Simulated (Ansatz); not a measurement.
**TiCo3: how the energy converges with the cutoff**

TiCo3, P1, a = 3.660 Å, b = 3.646 Å, c = 3.600 Å, α, β, γ = 90.1°, 90.2°, 87.6°. Ansatz: PBEsol, PAW, cutoff varied, Γ-centred 8×8×8 mesh on 4 atoms, Gaussian smearing 0.10 eV; collinear spin, largest moment 1.1 μB. Single points at one geometry with displaced atoms, the cutoff alone changed; ΔE is the energy at zero smearing over the run at 420 eV. The runs up to 350 eV lie under the cutoff recommended for these PAW datasets.

| cutoff (eV) | ΔE (meV/atom) |
| --- | --- |
| 200 | ? |
| 250 | 3405.08 |
| 300 | 473.33 |
| 350 | 42.36 |

**Question.** Assume ΔE falls exponentially with the cutoff, fit y = ln ΔE against x, the cutoff in eV, to the other rows, and predict the missing value.

**Answer.** y = 8.133, 6.160, 3.746. Means x = 300.0, y = 6.0130; Σ(Δx)² = 5000, ΣΔxΔy = -219.3; the slope is their ratio. y = 19.17 − 0.04387 x, a factor of ten per 52 eV. At 200 eV this gives ΔE = 32728.45 meV/atom. The run gave 17840.04, a ratio of 1.83. Between neighbouring rows the decay runs from a factor of ten per 48 eV to one per 70 eV, so one exponential is only a rough guide.

6 further runs of this set didn't finish or converge.

Cost: 5 runs of about 14 core-minutes in all, on Intel Xeon Platinum 8259CL (Skylake/Cascade Lake) (shared hosts).